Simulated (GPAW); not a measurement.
Crystal: CdO (Monteponite).

```
Cd O
1.0
     0.00000    2.34950    2.34950
     2.34950    0.00000    2.34950
     2.34950    2.34950    0.00000
Cd O
1 1
Direct
  0.00000 0.00000 0.00000
  0.50000 0.50000 0.50000
```

| Item | Value |
| --- | --- |
| Program | GPAW 26.7.0 |
| Task | relaxation of cell and atoms |
| Functional | RPBE |
| Dispersion | D4 |
| Potentials or basis | the program's PAW data sets (release 1.2.1) made for this functional |
| Cutoff | 800 eV |
| Basis | pw |
| k mesh | 10 × 10 × 10 |
| Occupations | fermi-dirac, width 0.05 eV |
| Spin | no spin polarisation |

At the start: pressure 2.8 GPa; volume 12.97 Å³/atom.

Where does the relaxation end?

Over 12 steps the energy falls by 2.4 meV/atom and the volume is 13.24 Å³/atom (+2.1 %); space group Fm-3m (No. 225, to 0.05 Å).

Step by step:
```csv
step,energy change (eV),largest force (eV/Å),pressure (GPa),volume (Å³)
1,0.0000,0.0000,2.80,25.94
2,-0.0014,0.0000,2.31,26.03
3,-0.0034,0.0000,1.44,26.19
4,-0.0047,0.0000,0.36,26.40
5,-0.0046,0.0000,-0.74,26.62
6,-0.0046,0.0000,-0.71,26.62
7,-0.0047,0.0000,-0.66,26.61
8,-0.0047,0.0000,-0.57,26.59
9,-0.0048,0.0000,-0.46,26.57
10,-0.0048,0.0000,-0.34,26.54
11,-0.0049,0.0000,-0.19,26.51
12,-0.0049,0.0000,-0.05,26.48
```

Final structure:
```cif
data_structure
_symmetry_space_group_name_H-M 'P 1'
_symmetry_Int_Tables_number 1
_cell_length_a 3.3456
_cell_length_b 3.3456
_cell_length_c 3.3456
_cell_angle_alpha 60.000
_cell_angle_beta 60.000
_cell_angle_gamma 60.000
_cell_volume 26.48
loop_
_atom_site_label
_atom_site_type_symbol
_atom_site_fract_x
_atom_site_fract_y
_atom_site_fract_z
_atom_site_occupancy
Cd1 Cd 0.00000 0.00000 0.00000 1
O1 O 0.50000 0.50000 0.50000 1
```

Caveat: later steps reuse the first step's grids; pairwise dispersion overbinds metals, which lowers pressure and volume.
